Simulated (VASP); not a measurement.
# Ta (Pm-3n) in VASP: notebook

Runs on Ta. Level: PBE. Tasks: single point, relaxation of cell and atoms.

All numbers are computed with VASP 6.6.1; they aren't measurements. Logs are shortened: lines on timing, memory, paths and dates and some standing lists are left out, and cuts for length are marked.

## 1. The crystal as given

The structure is cubic, space group Pm-3n (No. 223). The conventional cell has a = 5.312 Å, b = 5.312 Å, c = 5.312 Å, α = 90.00°, β = 90.00°, γ = 90.00°. Around Ta (site symmetry m-3) lie 12 Ta at 2.97 Å. Around Ta (site symmetry -4m2) lie 6 Ta at 2.66 to 2.97 Å.

The cell was built by a generator and needn't be a form met in nature.

## 2. Single point, PBE

The input, INCAR:

```
SYSTEM = Ta
ALGO     = Normal         ! electronic algorithm
EDIFF    = 1E-7           ! SCF threshold, eV
ENCUT    = 520            ! plane-wave cutoff, eV
GGA      = PE             ! functional
ISIF     = 2              ! what is computed and relaxed
ISMEAR   = 0              ! smearing method
LASPH    = .True.         ! aspherical terms in the spheres
LCHARG   = .False.        ! write CHGCAR
LREAL    = .False.        ! projectors in reciprocal space
LWAVE    = .False.        ! write WAVECAR
NBANDS   = 54             ! bands
NELM     = 100            ! most SCF steps
PREC     = Accurate       ! precision mode
SIGMA    = 0.1            ! smearing width, eV
```

The input, KPOINTS:

```
k-points
0
Gamma
  4 4 4
  0 0 0
```

The input, POSCAR:

```
Ta
1.0
    5.3121625516      0.0000000000      0.0000000000
    0.0000000000      5.3121625516      0.0000000000
    0.0000000000      0.0000000000      5.3121625516
Ta
8
Direct
    0.5000000000      0.5000000000      0.5000000000
    0.0000000000      0.0000000000      0.0000000000
    0.2500000000      0.0000000000      0.5000000000
    0.5000000000      0.2500000000      0.0000000000
    0.5000000000      0.7500000000      0.0000000000
    0.7500000000      0.0000000000      0.5000000000
    0.0000000000      0.5000000000      0.7500000000
    0.0000000000      0.5000000000      0.2500000000
```

Potentials or basis: VASP PAW PBE potentials, release 64 (Ta_pv).

Launch:

```bash
$ cat potpaw_PBE.64/Ta_pv/POTCAR > POTCAR
$ mpirun -np 1 vasp_std > vasp.out
```

OUTCAR:

```text
SYSTEM = Ta
   EDIFF = 1E-7
   ENCUT = 520
   GGA = PE
   ISIF = 2
   ISMEAR = 0
   LASPH = .True.
   LREAL = .False.
   NELM = 100
   PREC = Accurate

 ion  position               nearest neighbor table
   1  0.500  0.500  0.500-   3 2.97   4 2.97   5 2.97   6 2.97   7 2.97   8 2.97   4 2.97   5 2.97
                             3 2.97   6 2.97   7 2.97   8 2.97
   2  0.000  0.000  0.000-   3 2.97   4 2.97   5 2.97   6 2.97   7 2.97   8 2.97   3 2.97   6 2.97
                             7 2.97   8 2.97   4 2.97   5 2.97
   3  0.250  0.000  0.500-   6 2.66   6 2.66   1 2.97   2 2.97   1 2.97   2 2.97   8 3.25   7 3.25
                             8 3.25   7 3.25   4 3.25   5 3.25   4 3.25   5 3.25
   4  0.500  0.250  0.000-   5 2.66   5 2.66   1 2.97   1 2.97   2 2.97   2 2.97   8 3.25   7 3.25
                             7 3.25   8 3.25   6 3.25   3 3.25   3 3.25   6 3.25
   5  0.500  0.750  0.000-   4 2.66   4 2.66   1 2.97   1 2.97   2 2.97   2 2.97   8 3.25   7 3.25
                             7 3.25   8 3.25   6 3.25   3 3.25   3 3.25   6 3.25
   6  0.750  0.000  0.500-   3 2.66   3 2.66   1 2.97   2 2.97   1 2.97   2 2.97   8 3.25   7 3.25
                             8 3.25   7 3.25   5 3.25   4 3.25   4 3.25   5 3.25
   7  0.000  0.500  0.750-   8 2.66   8 2.66   1 2.97   2 2.97   2 2.97   1 2.97   3 3.25   4 3.25
                             5 3.25   3 3.25   6 3.25   6 3.25   4 3.25   5 3.25
   8  0.000  0.500  0.250-   7 2.66   7 2.66   1 2.97   2 2.97   2 2.97   1 2.97   3 3.25   4 3.25
                             5 3.25   3 3.25   6 3.25   6 3.25   4 3.25   5 3.25

  LATTYP: Found a simple cubic cell.
 ALAT       =     5.3121625516

  Lattice vectors:

 A1 = (   5.3121625516,   0.0000000000,   0.0000000000)
 A2 = (   0.0000000000,   5.3121625516,   0.0000000000)
 A3 = (   0.0000000000,   0.0000000000,   5.3121625516)

Analysis of symmetry for initial positions (statically):
=====================================================================
 Subroutine PRICEL returns:
 Original cell was already a primitive cell.

 Routine SETGRP: Setting up the symmetry group for a
 simple cubic supercell.

 Subroutine GETGRP returns: Found 48 space group operations
 (whereof 24 operations were pure point group operations)
 out of a pool of 48 trial point group operations.

The static configuration has the point symmetry T_h .
 The point group associated with its full space group is O_h .

Analysis of symmetry for dynamics (positions and initial velocities):
=====================================================================
 Subroutine PRICEL returns:
 Original cell was already a primitive cell.

 Routine SETGRP: Setting up the symmetry group for a
 simple cubic supercell.

[... 113 lines left out ...]
   NELECT =      88.0000    total number of electrons
   NUPDOWN=      -1.0000    fix difference up-down
   EMIN   =  10.00;   EMAX   =-10.00  energy-range for DOS
   EFERMI =   0.00;   METHOD = LEGACY
   ISMEAR =     0;   SIGMA  =   0.10  broadening in eV -4-tet -1-fermi 0-gaus
   EFERMI_NEDOS =   21; number of points for ismear=-14 and -15
   IALGO  =     38    algorithm
   IMIX   =      4    mixing-type and parameters
     AMIX     =   0.40;   BMIX     =  1.00
     AMIX_MAG =   1.60;   BMIX_MAG =  1.00
  volume/ion in A,a.u.               =      18.74       126.45
  Fermi-wavevector in a.u.,A,eV,Ry     =   1.370769  2.590378 25.565462  1.879008
  Thomas-Fermi vector in A             =   2.496526
   LORBIT       =      0    0 simple, 1 ext, 2 COOP (PROOUT), +10 PAW based schemes
   GGA     = PE    functional components
   LHFCALC =     F    Hartree Fock is set to
   AEXX    =    0.0000 exact exchange contribution
   IVDW    =     0    specifies the selected vdW correction
   LEPSILON=     F    determine dielectric tensor
   LRPA    =     F    only Hartree local field effects (RPA)
 non-spin polarized calculation
 Gauss-broadening in eV      SIGMA  =   0.10
  energy-cutoff  :      520.00
  volume of cell :      149.90
 maximum number of plane-waves:      4076
 NGX is ok and might be reduce to    40
   NGX = 19   NGY = 19   NGZ = 19

 number of electron      87.9999967 magnetization

 Free energy of the ion-electron system (eV)
  ---------------------------------------------------
  ext. energy  EPLUGINS =         0.00000000
  ---------------------------------------------------
  free energy    TOTEN  =       -94.30469085 eV

  energy without entropy =      -94.28716449  energy(sigma->0) =      -94.29592767

 E-fermi :   5.2175     XC(G=0): -12.4159

 val. band max:        5.1713117023   @ k =   0.5000   0.0000   0.0000
 cond. band min:       5.3587872960   @ k =   0.5000   0.5000   0.2500
 fundamental gap:      0.1874755937
 Fermi energy:         5.2175380579

 k-point     1 :       0.0000    0.0000    0.0000
  band No.  band energies     occupation
      1     -29.4097      2.00000
      2     -29.4097      2.00000
      3     -29.2903      2.00000
      4     -29.0343      2.00000
      5     -29.0343      2.00000
      6     -29.0343      2.00000
[... 559 lines left out ...]
     53       8.0028      0.00000
     54       8.0028      0.00000

------------------------ aborting loop because EDIFF is reached ----------------------------------------

  FORCE on cell =-STRESS in cart. coord.  units (eV):
  Direction    XX          YY          ZZ          XY          YZ          ZX
  --------------------------------------------------------------------------------------
  -------------------------------------------------------------------------------------
  Total        0.5170337      0.5170337      0.5170337     -0.0000000      0.0000000     -0.0000000
  in kB        5.5260566      5.5260566      5.5260566     -0.0000000      0.0000000     -0.0000000
  external PRESSURE =       5.5260566 kB  Pullay stress =       0.0000000 kB

 VOLUME and BASIS-vectors are now :
 -----------------------------------------------------------------------------
  energy-cutoff  :      520.00
  volume of cell :      149.90
      direct lattice vectors                 reciprocal lattice vectors
     5.312162552  0.000000000  0.000000000     0.188247252  0.000000000  0.000000000
     0.000000000  5.312162552  0.000000000     0.000000000  0.188247252  0.000000000
     0.000000000  0.000000000  5.312162552     0.000000000  0.000000000  0.188247252

 POSITION                                       TOTAL-FORCE (eV/Angst)
 -----------------------------------------------------------------------------------
      2.65608      2.65608      2.65608        -0.000000     -0.000000     -0.000000
      0.00000      0.00000      0.00000        -0.000000     -0.000000     -0.000000
      1.32804      0.00000      2.65608        -0.000000     -0.000000      0.000000
      2.65608      1.32804      0.00000        -0.000000      0.000000      0.000000
      2.65608      3.98412      0.00000         0.000000     -0.000000     -0.000000
      3.98412      0.00000      2.65608         0.000000      0.000000     -0.000000
      0.00000      2.65608      3.98412        -0.000000     -0.000000      0.000000
      0.00000      2.65608      1.32804         0.000000      0.000000     -0.000000
 -----------------------------------------------------------------------------------
    total drift:                               -0.000000     -0.000000      0.000000

  FREE ENERGIE OF THE ION-ELECTRON SYSTEM (eV)
  ---------------------------------------------------
  free  energy   TOTEN  =       -94.3046908459 eV

  energy  without entropy=      -94.2871644936  energy(sigma->0) =      -94.29592767
```

OSZICAR:

```text
N       E                     dE             d eps       ncg     rms          rms(c)
DAV:   1     0.927164570918E+03    0.92716E+03   -0.48767E+04  1088   0.169E+03
DAV:   2    -0.498763608100E+02   -0.97704E+03   -0.95734E+03  1134   0.510E+02
DAV:   3    -0.966961127240E+02   -0.46820E+02   -0.44640E+02  1344   0.951E+01
DAV:   4    -0.982908689732E+02   -0.15948E+01   -0.15611E+01  1264   0.151E+01
DAV:   5    -0.983520518250E+02   -0.61183E-01   -0.61039E-01  1392   0.239E+00    0.362E+01
DAV:   6    -0.952919288753E+02    0.30601E+01   -0.36409E+00  1216   0.108E+01    0.176E+01
DAV:   7    -0.943228434938E+02    0.96909E+00   -0.32726E+00  1242   0.100E+01    0.122E+00
DAV:   8    -0.943100393414E+02    0.12804E-01   -0.10342E-01  1344   0.225E+00    0.790E-01
DAV:   9    -0.943047815790E+02    0.52578E-02   -0.17597E-02  1306   0.798E-01    0.175E-01
DAV:  10    -0.943047129090E+02    0.68670E-04   -0.12881E-03  1256   0.239E-01    0.960E-02
DAV:  11    -0.943046999234E+02    0.12986E-04   -0.86171E-05  1364   0.588E-02    0.198E-02
DAV:  12    -0.943046923613E+02    0.75621E-05   -0.11800E-05  1360   0.218E-02    0.633E-03
DAV:  13    -0.943046909610E+02    0.14002E-05   -0.30971E-06  1266   0.118E-02    0.167E-03
DAV:  14    -0.943046908554E+02    0.10561E-06   -0.21042E-07   858   0.302E-03    0.535E-04
DAV:  15    -0.943046908459E+02    0.95351E-08   -0.17019E-08   696   0.981E-04
   1 F= -.94304691E+02 E0= -.94295928E+02  d E =-.175264E-01
```

Run time: 38 s. Hardware: 1 thread of Intel Xeon 6975P-C (Granite Rapids), shared host; peak memory 0.26 GiB.

Results:

```
Free energy            : -94.3047 eV
Pressure               : 0.6 GPa
Band gap on the k mesh : none (metal or under the smearing width)
```

Levels at points of the mesh, in eV from the Fermi level:
```csv
k point,band 40,band 41,band 42,band 43,band 44,band 45,band 46,band 47,band 48,band 49
"(0.00, 0.00, 0.00)",-1.07,-1.07,-1.03,-0.72,-0.72,0.15,0.15,0.88,0.88,0.88
"(0.50, 0.00, 0.00)",-0.91,-0.45,-0.45,-0.05,-0.05,0.36,0.36,0.50,0.50,2.03
"(0.50, 0.50, 0.00)",-0.83,-0.67,-0.43,-0.43,-0.15,0.24,0.66,0.66,1.70,1.70
"(0.50, 0.50, 0.50)",-0.83,-0.83,-0.83,-0.08,-0.08,-0.08,-0.08,-0.08,-0.08,2.79
```

The run has no spin-orbit coupling, so splittings on Ta are missing.

[end of part 1 of 3]
